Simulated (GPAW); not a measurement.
C:

```
CELL_PARAMETERS angstrom
0.00000 1.78337 1.78337
1.78337 0.00000 1.78337
1.78337 1.78337 0.00000
ATOMIC_POSITIONS crystal
C 0.75000 0.75000 0.75000
C 0.50000 0.50000 0.50000
```

This isn't the form of C at room conditions, which is graphite.

Base run:

```yaml
Program: GPAW 26.7.0
Functional: r4SCAN
Potentials_or_basis: GPAW PAW data sets (gpaw-data 1.2.1)
Cutoff: 800 eV
Basis: pw
k_mesh: 10 × 10 × 10
Occupations: fermi-dirac, width 0.05 eV
Spin: no spin polarisation
```

Its results: band gap on the k mesh 4.46 eV, indirect (least direct gap 6.02 eV); pressure -3.6 GPa.

Question: After a change of settings the same cell gave: band gap on the k mesh 4.41 eV, indirect (least direct gap 5.85 eV); pressure -5.2 GPa. Which change was it?
A. functional from r4SCAN to LDA; potentials or basis from GPAW PAW data sets (gpaw-data 1.2.1) to JTH PAW 2.0, LDA
B. functional from r4SCAN to r2SCAN; band points from 100 to 60
C. functional from r4SCAN to rSCAN

Answer: C.

Caveats: the PAW data sets were made with another functional, which shifts forces and pressure a little.

Not every run made on this cell is shown here.
